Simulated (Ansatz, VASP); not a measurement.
## Two plane-wave programs on Ni

INCAR

```
  PREC = Accurate
  ENCUT = 600
  EDIFF = 1E-7
  ISMEAR = -1
  SIGMA = 0.1
  LREAL = False
  LASPH = True
  NELM = 100
  ALGO = Normal
  ISIF = 3
  LWAVE = False
  LCHARG = False
  IBRION = 2
  NSW = 80
  EDIFFG = -0.01
```

File KPOINTS:

```
regular mesh
0
Gamma
  15 15 15
```

POSCAR

```
Ni
1.0
    0.0000000000      1.7619400000      1.7619400000
    1.7619400000      0.0000000000      1.7619400000
    1.7619400000      1.7619400000      0.0000000000
Ni
1
Direct
    0.0000000000      0.0000000000      0.0000000000
```

Input for Ansatz:

```yaml
crystal:
  lattice:
    - [0.0, 1.76194, 1.76194]
    - [1.76194, 0.0, 1.76194]
    - [1.76194, 1.76194, 0.0]
  atoms:
    - { symbol: Ni, position: [0.0, 0.0, 0.0] }
hamiltonian:
  xc: lda
  pseudopotentials:
    kind: paw
    azcp:
      Ni: "pseudopotentials/Ni.paw.azcp"
basis:
  ecutwfc: 420
  fft_grid_basis: typed
kpoints:
  mp_grid: { grid: [15, 15, 15], shift: [0, 0, 0] }
magnetization:
  spin_polarized: false
scf:
  occupations: { method: fermi_dirac, width: 0.1 }
relax:
  max_steps: 60
  f_tol: 0.01
  cell: {}
```

Alike in both runs: task relaxation of cell and atoms; functional LDA; k mesh 15 × 15 × 15; occupations fermi-dirac, width 0.1 eV; no spin polarisation.

|  | VASP | Ansatz |
| --- | --- | --- |
| version | VASP 6.6.1 | Ansatz 0.2.0 |
| potentials or method | VASP PAW LDA potentials, release 64 (Ni) | plane waves (420 eV) with PAW, scalar-relativistic |
| plane-wave cutoff (eV) | 600 | 420 |
| valence electrons in the cell | 10 | 18 |

|  | VASP | Ansatz | Ansatz less VASP |
| --- | --- | --- | --- |
| relaxed volume (Å³/atom) | 10.00 | 10.01 | +0.008 |
| relaxed cell length with the largest relative difference (Å) | 2.418 | 2.419 | +0.0006 |
| energy change over the relaxation (meV/atom) | -58 | -58 | +0.1 |

The two sets of potentials don't hold the same shells in valence. Ansatz warned: «pseudo_functional_mismatch».

Caveats: the run has no spin polarisation, though such a crystal can be magnetic. Zero-point motion and thermal expansion aren't in these numbers. Spin polarisation is off, so any magnetic state and its effect on volume and gap are missing.
